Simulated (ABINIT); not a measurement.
# CdTe (F-43m) in ABINIT: settings compared

Aim: see how the results for CdTe move with the level of theory and the settings. Levels: LDA, PBEsol, PBE. Tasks: single point.

Program: ABINIT 10.8.3 (patched build). These are calculated values, not measurements. Logs are shortened: lines on timing, memory, paths and dates and some standing lists are left out, and cuts for length are marked. The log counts tension as positive stress, the text compression.

**Experimental background.**

A printed reference work, data compilation reports, for a bulk crystal of CdTe at 0 K: band gap 1.607 eV.

How close the calculation comes is told below.

## 1. The crystal as given

The structure is cubic, space group F-43m (No. 216). The conventional cell has a = 6.410 Å, b = 6.410 Å, c = 6.410 Å, α = 90.00°, β = 90.00°, γ = 90.00°. Te (site symmetry -43m) is surrounded by 4 Cd at 2.78 Å. Cd (site symmetry -43m) has 4 Te at 2.78 Å as nearest neighbours.

## 2. Single point, LDA

The input, run.abi:

```
# Pseudopotentials
pp_dirpath "./"
pseudos "Te.upf, Cd.upf"

# Structure
acell 3*1.0
rprim
     0.0000000000     6.0565722294     6.0565722294
     6.0565722294     0.0000000000     6.0565722294
     6.0565722294     6.0565722294     0.0000000000
ntypat 2
znucl 52 48
natom 2
typat 1 2
xcart
     4.8075000000     4.8075000000     4.8075000000
     0.0000000000     0.0000000000     0.0000000000 Angstrom

# Plane-wave basis
ecut 47.0

# k points
kptopt 1
ngkpt 5 5 5
nshiftk 1
shiftk 0.0 0.0 0.0

# Exchange and correlation
ixc 7

# Bands and occupations
nband 22
occopt 3
tsmear 0.05 eV

# SCF cycle
nstep 100
tolvrs 1.0e-10

# Output
iomode 3
prtwf 0
prtden 0
prteig 0
prtebands 0
enunit 1
```

Potentials or basis: PseudoDojo NC SR LDA v0.4.1 standard.

Launch:

```
> mpirun --bind-to none -np 4 abinit run.abi > log 2>&1
```

run.abo:

```text
.Version 10.8.3 of ABINIT
 Symmetries : space group F-4 3 m (#216); Bravais cF (face-center cubic)
================================================================================
 Values of the parameters that define the memory need of the present run
     intxc =       0    ionmov =       0      iscf =       7    lmnmax =       6
     lnmax =       6     mgfft =      54  mpssoang =       3    mqgrid =    3001
     natom =       2  nloc_mem =       1    nspden =       1   nspinor =       1
    nsppol =       1      nsym =      24    n1xccc =    2501    ntypat =       2
    occopt =       3   xclevel =       1
       mpw =        6854          nfft =      157464          nkpt =          10
================================================================================
================================================================================

--------------------------------------------------------------------------------
------------- Echo of variables that govern the present computation ------------
--------------------------------------------------------------------------------
 -outvars: echo values of preprocessed input variables --------
            acell      1.0000000000E+00  1.0000000000E+00  1.0000000000E+00 Bohr
              amu      1.27600000E+02  1.12411000E+02
             ecut      4.70000000E+01 Hartree
           enunit           1
              ixc           7
         kptrlatt        5    0    0      0    5    0      0    0    5
          kptrlen      4.28264329E+01
            natom           2
            nband          22
            ngfft          54      54      54
             nkpt          10
            nstep         100
             nsym          24
           ntypat           2
           occopt           3
           prtden           0
        prtebands           0
           prteig           0
            prtwf           0
            rprim      0.0000000000E+00  6.0565722294E+00  6.0565722294E+00
                       6.0565722294E+00  0.0000000000E+00  6.0565722294E+00
                       6.0565722294E+00  6.0565722294E+00  0.0000000000E+00
          spgroup         216
           tolvrs      1.00000000E-10
           tsmear      1.83746611E-03 Hartree
            typat      1  2
           xangst      4.8075000000E+00  4.8075000000E+00  4.8075000000E+00
                       3.2817790774E-09  3.2817790774E-09  3.2817790774E-09
            xcart      9.0848583503E+00  9.0848583503E+00  9.0848583503E+00
                       6.2016636619E-09  6.2016636619E-09  6.2016636619E-09
             xred      7.5000000051E-01  7.5000000051E-01  7.5000000051E-01
                       5.1197801554E-10  5.1197801554E-10  5.1197801554E-10
            znucl       52.00000   48.00000

================================================================================

 chkinp: Checking input parameters for consistency.

================================================================================
== DATASET  1 ==================================================================
[... 98 lines left out ...]
    1        2.00000         11.97806553
    2        2.00000         17.15495718
================================================================================

 ----iterations are completed or convergence reached----

 Mean square residual over all n,k,spin=   23.302E-08; max=  48.156E-06
 reduced coordinates (array xred) for    2 atoms
       0.750000000512      0.750000000512      0.750000000512
       0.000000000512      0.000000000512      0.000000000512
 rms dE/dt=  0.0000E+00; max dE/dt=  0.0000E+00; dE/dt below (all hartree)
    1       0.000000000000      0.000000000000      0.000000000000
    2       0.000000000000      0.000000000000      0.000000000000

 cartesian coordinates (angstrom) at end:
    1      4.80750000000000     4.80750000000000     4.80750000000000
    2      0.00000000328178     0.00000000328178     0.00000000328178

 cartesian forces (hartree/bohr) at end:
    1     -0.00000000000000    -0.00000000000000    -0.00000000000000
    2     -0.00000000000000    -0.00000000000000    -0.00000000000000
 frms,max,avg= 0.0000000E+00 0.0000000E+00   0.000E+00  0.000E+00  0.000E+00 h/b

 cartesian forces (eV/Angstrom) at end:
    1     -0.00000000000000    -0.00000000000000    -0.00000000000000
    2     -0.00000000000000    -0.00000000000000    -0.00000000000000
 frms,max,avg= 0.0000000E+00 0.0000000E+00   0.000E+00  0.000E+00  0.000E+00 e/A
 length scales=  1.000000000000  1.000000000000  1.000000000000 bohr
              =  0.529177210544  0.529177210544  0.529177210544 angstroms
 Fermi (or HOMO) energy (eV) =   4.50325   Average Vxc (eV)=  -9.57674
 Eigenvalues (   eV  ) for nkpt=  10  k points:
 kpt#   1, nband= 22, wtk=  0.00800, kpt=  0.0000  0.0000  0.0000 (reduced coord)
 -97.82074  -58.97032  -58.97032  -58.97032  -31.89509  -31.89509  -31.89509  -31.88551
 -31.88551   -7.29627   -4.20938   -4.20938   -4.20938   -3.92020   -3.92020    4.17372
   4.17372    4.17372    4.77736    8.68594    8.68594    8.68594
 prteigrs : prtvol=0 or 1, do not print more k-points.

--- !EnergyTerms
iteration_state     : {dtset: 1, }
comment             : Components of total free energy in Hartree
kinetic             :  1.18074550917021E+02
hartree             :  9.37135628673104E+01
xc                  : -4.83319554650027E+01
Ewald energy        : -1.45334209189535E+02
psp_core            :  4.82277389197295E+00
local_psp           : -2.77877894907601E+02
non_local_psp       : -2.50107553427816E+01
internal            : -2.79943927228615E+02
'-kT*entropy'       : -1.71991865850358E-06
total_energy        : -2.79943928948534E+02
total_energy_eV     : -7.61766237783602E+03
band_energy         : -3.34590320272689E+01
...

 Cartesian components of stress tensor (hartree/bohr^3)
  sigma(1 1)=  4.78149951E-06  sigma(3 2)=  0.00000000E+00
  sigma(2 2)=  4.78149951E-06  sigma(3 1)=  0.00000000E+00
  sigma(3 3)=  4.78149951E-06  sigma(2 1)=  0.00000000E+00

-Cartesian components of stress tensor (GPa)         [Pressure= -1.4068E-01 GPa]
- sigma(1 1)=  1.40676573E-01  sigma(3 2)=  0.00000000E+00
- sigma(2 2)=  1.40676573E-01  sigma(3 1)=  0.00000000E+00
- sigma(3 3)=  1.40676573E-01  sigma(2 1)=  0.00000000E+00

== END DATASET(S) ==============================================================
================================================================================

 -outvars: echo values of variables after computation  --------
            acell      1.0000000000E+00  1.0000000000E+00  1.0000000000E+00 Bohr
           etotal     -2.7994392895E+02
            fcart     -0.0000000000E+00 -0.0000000000E+00 -0.0000000000E+00
                      -0.0000000000E+00 -0.0000000000E+00 -0.0000000000E+00
            rprim      0.0000000000E+00  6.0565722294E+00  6.0565722294E+00
                       6.0565722294E+00  0.0000000000E+00  6.0565722294E+00
                       6.0565722294E+00  6.0565722294E+00  0.0000000000E+00
           strten      4.7814995145E-06  4.7814995145E-06  4.7814995145E-06
                       0.0000000000E+00  0.0000000000E+00  0.0000000000E+00
           xangst      4.8075000000E+00  4.8075000000E+00  4.8075000000E+00
                       3.2817790774E-09  3.2817790774E-09  3.2817790774E-09
             xred      7.5000000051E-01  7.5000000051E-01  7.5000000051E-01
                       5.1197801554E-10  5.1197801554E-10  5.1197801554E-10
 Calculation completed.
```

Run time: 20 s. Hardware: 4 MPI ranks of Arm Neoverse V2, shared host; peak memory 0.36 GiB.

What came out:

| Item | Value |
| --- | --- |
| Free energy | -7617.6624 eV |
| Band gap on the k mesh | 0.60 eV, direct |
| Valence electrons inside the program's atomic spheres | Te 11.98; Cd 17.16 |

Caveat: the cutoff is too short for stress, so the log's stress isn't used; spin-orbit coupling is left out, which moves the levels of the heavy elements.

## 3. Single point, PBEsol

Edit run.abi of step 2 so:

```diff
@@ -14,5 +14,5 @@
 typat 1 2
-xcart
-     4.8075000000     4.8075000000     4.8075000000
-     0.0000000000     0.0000000000     0.0000000000 Angstrom
+xred
+     0.7500000000     0.7500000000     0.7500000000
+     0.0000000000     0.0000000000     0.0000000000
 
@@ -28,3 +28,3 @@
 # Exchange and correlation
-ixc 7
+ixc -116133
 
@@ -33,3 +33,3 @@
 occopt 3
-tsmear 0.05 eV
+tsmear 0.00183747
 
@@ -45,2 +45 @@
 prtebands 0
-enunit 1
```

Potentials or basis: PseudoDojo NC SR PBEsol v0.4.1 standard.

Launch:

```
> mpirun --bind-to none -np 4 abinit run.abi > log 2>&1
```

run.abo:

```text
.Version 10.8.3 of ABINIT
 Symmetries : space group F-4 3 m (#216); Bravais cF (face-center cubic)
================================================================================
 Values of the parameters that define the memory need of the present run
     intxc =       0    ionmov =       0      iscf =       7    lmnmax =       6
     lnmax =       6     mgfft =      54  mpssoang =       3    mqgrid =    3001
     natom =       2  nloc_mem =       1    nspden =       1   nspinor =       1
    nsppol =       1      nsym =      24    n1xccc =    2501    ntypat =       2
    occopt =       3   xclevel =       2
       mpw =        6854          nfft =      157464          nkpt =          10
================================================================================
================================================================================

--------------------------------------------------------------------------------
------------- Echo of variables that govern the present computation ------------
[... 201 lines left out ...]
- sigma(3 3)= -1.56297351E+00  sigma(2 1)=  0.00000000E+00

== END DATASET(S) ==============================================================
================================================================================

 -outvars: echo values of variables after computation  --------
            acell      1.0000000000E+00  1.0000000000E+00  1.0000000000E+00 Bohr
           etotal     -2.7991386377E+02
            fcart     -8.3359193983E-30 -8.3359193983E-30  2.5007758195E-29
                       8.3359193983E-30  8.3359193983E-30 -2.5007758195E-29
            rprim      0.0000000000E+00  6.0565722294E+00  6.0565722294E+00
                       6.0565722294E+00  0.0000000000E+00  6.0565722294E+00
                       6.0565722294E+00  6.0565722294E+00  0.0000000000E+00
           strten     -5.3124389926E-05 -5.3124389926E-05 -5.3124389926E-05
                       0.0000000000E+00  0.0000000000E+00  0.0000000000E+00
           xangst      4.8074999967E+00  4.8074999967E+00  4.8074999967E+00
                       0.0000000000E+00  0.0000000000E+00  0.0000000000E+00
             xred      7.5000000000E-01  7.5000000000E-01  7.5000000000E-01
                       0.0000000000E+00  0.0000000000E+00  0.0000000000E+00
 Calculation completed.
```

Wall time 28 s (4 MPI ranks of Arm Neoverse V1, shared host); peak memory 0.44 GiB.

What came out:

```yaml
Free_energy: -7616.8443 eV
Pressure: 1.6 GPa
Band_gap_on_the_k_mesh: 0.75 eV, direct
Valence_electrons_inside_the_program's_atomic_spheres: Te 11.96; Cd 17.16
```

Caveat: spin-orbit coupling is left out, which moves the levels of the heavy elements.

## 4. Single point, PBE

The input, run.abi:

```
pp_dirpath "./"
pseudos "Te.upf, Cd.upf"

acell 8.5652865883 8.5652865883 8.5652865883
rprim
     0.0000000000     0.7071067812     0.7071067812
     0.7071067812     0.0000000000     0.7071067812
     0.7071067812     0.7071067812     0.0000000000
ntypat 2
znucl 52 48
natom 2
typat 1 2
xred
     0.7500000000     0.7500000000     0.7500000000
     0.0000000000     0.0000000000     0.0000000000

ecut 51.0

kptopt 1
ngkpt 5 5 5
nshiftk 1
shiftk 0.0 0.0 0.0

ixc 11

nband 22
occopt 3
tsmear 0.05 eV

nstep 100
tolvrs 1.0e-10

iomode 3
prtwf 0
prtden 0
prteig 0
prtebands 0
enunit 1
```

Potentials or basis: PseudoDojo NC SR PBE v0.4.1 standard.

Launch:

```
> mpirun --bind-to none -np 4 abinit run.abi > log 2>&1
```

It took 30 s on 4 MPI ranks of Intel Xeon Platinum 8559C (Emerald Rapids), shared host; peak memory 0.52 GiB.

The run converged. Its results:

```yaml
Free_energy: -7625.2522 eV
Band_gap_on_the_k_mesh: 0.87 eV, direct
Valence_electrons_inside_the_program's_atomic_spheres: Te 11.97; Cd 17.17
```

Levels at points of the mesh, in eV from the valence-band top:
| k point | band 14 | band 15 | band 16 | band 17 | band 18 | band 19 | band 20 | band 21 | band 22 |
| --- | --- | --- | --- | --- | --- | --- | --- | --- | --- |
| (0.00, 0.00, 0.00) | -8.12 | -8.12 | 0.00 | 0.00 | 0.00 | 0.87 | 4.60 | 4.60 | 4.60 |

Caveat: the cutoff is too short for stress, so the log's stress isn't used; spin-orbit coupling is left out, which moves the levels of the heavy elements.

## 5. Single point, PBE

The input, run.abi:

```
# Pseudopotentials
pp_dirpath "./"
pseudos "Te.upf, Cd.upf"

# Structure
acell 3*1.0
rprim
     0.0000000000     6.0565722294     6.0565722294
     6.0565722294     0.0000000000     6.0565722294
     6.0565722294     6.0565722294     0.0000000000
ntypat 2
znucl 52 48
natom 2
typat 1 2
xred
     0.7500000000     0.7500000000     0.7500000000
     0.0000000000     0.0000000000     0.0000000000

# Plane-wave basis
ecut 51.0

# k points
kptopt 1
ngkpt 5 5 5
nshiftk 1
shiftk 0.0 0.0 0.0

# Exchange and correlation
ixc 11

# Bands and occupations
nband 22
occopt 3
tsmear 0.00183747

# SCF cycle
nstep 100
tolvrs 1.0e-10

# Output
iomode 3
prtwf 0
prteig 0
prtebands 0
prtvol 2
prtden 1
prtvha 1
prtvclmb 1
prtpot 1
prtelf 1
```

Potentials or basis: PseudoDojo NC SR PBE v0.4.1 standard.

Launch:

```
> mpirun --bind-to none -np 4 abinit run.abi > log 2>&1
```

run.abo:

```text
.Version 10.8.3 of ABINIT
 Symmetries : space group F-4 3 m (#216); Bravais cF (face-center cubic)
================================================================================
 Values of the parameters that define the memory need of the present run
     intxc =       0    ionmov =       0      iscf =       7    lmnmax =       6
     lnmax =       6     mgfft =      60  mpssoang =       3    mqgrid =    3001
     natom =       2  nloc_mem =       1    nspden =       1   nspinor =       1
    nsppol =       1      nsym =      24    n1xccc =    2501    ntypat =       2
    occopt =       3   xclevel =       2
       mpw =        7748          nfft =      216000          nkpt =          10
================================================================================
================================================================================

--------------------------------------------------------------------------------
------------- Echo of variables that govern the present computation ------------
--------------------------------------------------------------------------------
 -outvars: echo values of preprocessed input variables --------
            acell      1.0000000000E+00  1.0000000000E+00  1.0000000000E+00 Bohr
              amu      1.27600000E+02  1.12411000E+02
             ecut      5.10000000E+01 Hartree
              ixc          11
         kptrlatt        5    0    0      0    5    0      0    0    5
          kptrlen      4.28264329E+01
            natom           2
            nband          22
            ngfft          60      60      60
             nkpt          10
            nstep         100
             nsym          24
[... 305 lines left out ...]
hartree             :  9.38918570423452E+01
xc                  : -4.88859145481496E+01
Ewald energy        : -1.45334209189535E+02
psp_core            :  4.85232635179470E+00
local_psp           : -2.77998715367121E+02
non_local_psp       : -2.51728270961072E+01
internal            : -2.80222851120509E+02
'-kT*entropy'       : -1.68437593603931E-07
total_energy        : -2.80222851288946E+02
total_energy_eV     : -7.62525224137361E+03
band_energy         : -3.31463910403256E+01
...

 Cartesian components of stress tensor (hartree/bohr^3)
  sigma(1 1)= -1.48113345E-04  sigma(3 2)=  0.00000000E+00
  sigma(2 2)= -1.48113345E-04  sigma(3 1)=  0.00000000E+00
  sigma(3 3)= -1.48113345E-04  sigma(2 1)=  0.00000000E+00

-Cartesian components of stress tensor (GPa)         [Pressure=  4.3576E+00 GPa]
- sigma(1 1)= -4.35764506E+00  sigma(3 2)=  0.00000000E+00
- sigma(2 2)= -4.35764506E+00  sigma(3 1)=  0.00000000E+00
- sigma(3 3)= -4.35764506E+00  sigma(2 1)=  0.00000000E+00

== END DATASET(S) ==============================================================
================================================================================

 -outvars: echo values of variables after computation  --------
            acell      1.0000000000E+00  1.0000000000E+00  1.0000000000E+00 Bohr
           etotal     -2.8022285129E+02
            fcart     -1.0419899248E-30 -3.4732997493E-31  2.4313098245E-30
                       1.0419899248E-30  3.4732997493E-31 -2.4313098245E-30
            rprim      0.0000000000E+00  6.0565722294E+00  6.0565722294E+00
                       6.0565722294E+00  0.0000000000E+00  6.0565722294E+00
                       6.0565722294E+00  6.0565722294E+00  0.0000000000E+00
           strten     -1.4811334501E-04 -1.4811334501E-04 -1.4811334501E-04
                       0.0000000000E+00  0.0000000000E+00  0.0000000000E+00
           xangst      4.8074999967E+00  4.8074999967E+00  4.8074999967E+00
                       0.0000000000E+00  0.0000000000E+00  0.0000000000E+00
             xred      7.5000000000E-01  7.5000000000E-01  7.5000000000E-01
                       0.0000000000E+00  0.0000000000E+00  0.0000000000E+00
 Calculation completed.
```

It took 52 s on 4 MPI ranks of Arm Neoverse N1, shared host; peak memory 0.52 GiB.

What came out:

| Property | Result |
| --- | --- |
| Free energy | -7625.2522 eV |
| Band gap on the k mesh | 0.87 eV, direct |
| Valence electrons inside the program's atomic spheres | Te 11.97; Cd 17.17 |

Caveat: the cutoff is too short for stress, so the log's stress isn't used; spin-orbit coupling is left out, which moves the levels of the heavy elements.

## 6. Summary

```csv
level,potentials or basis,cutoff (eV),gap on the mesh (eV)
LDA,PseudoDojo NC SR LDA v0.4.1 standard,1279,0.60
PBEsol,PseudoDojo NC SR PBEsol v0.4.1 standard,1279,0.75
PBE,PseudoDojo NC SR PBE v0.4.1 standard,1388,0.87
```

Alike in all rows: task single point; no spin polarisation; cell as given; k mesh 5 × 5 × 5; smearing fermi-dirac 0.05 eV.

Caveats: spin-orbit coupling is left out, which moves the levels of the heavy elements.

Absolute energies hang on the potentials; compare differences alone.

## 7. Against experiment

Step 2. Measured gap of CdTe: 1.607 eV (0 K; a printed reference work, data compilation). This calculation gives 0.60 eV (-1.00 eV). So large a miss can be the level of theory's own, or it may mean another phase, state or a wrong row. Spin-orbit coupling on Cd, Te is left out. The value is that of LDA, without temperature or zero-point motion. Semilocal functionals fall short of measured gaps as a rule.

Step 3. Measured gap of CdTe: 1.607 eV (0 K; a printed reference work, data compilation). This calculation gives 0.75 eV (-0.86 eV). Spin-orbit coupling on Cd, Te is left out. The value is that of PBEsol, without temperature or zero-point motion. Semilocal functionals fall short of measured gaps as a rule.

Step 4. A measured gap of CdTe is 1.607 eV (0 K; a printed reference work, data compilation); the calculated 0.87 eV misses it by -0.74 eV. Spin-orbit coupling on Cd, Te is left out. The value is that of PBE, without temperature or zero-point motion. Semilocal functionals fall short of measured gaps as a rule.

Step 5. Measured gap of CdTe: 1.607 eV (0 K; a printed reference work, data compilation). This calculation gives 0.87 eV (-0.74 eV). Spin-orbit coupling on Cd, Te is left out. The value is that of PBE, without temperature or zero-point motion. Semilocal functionals fall short of measured gaps as a rule.
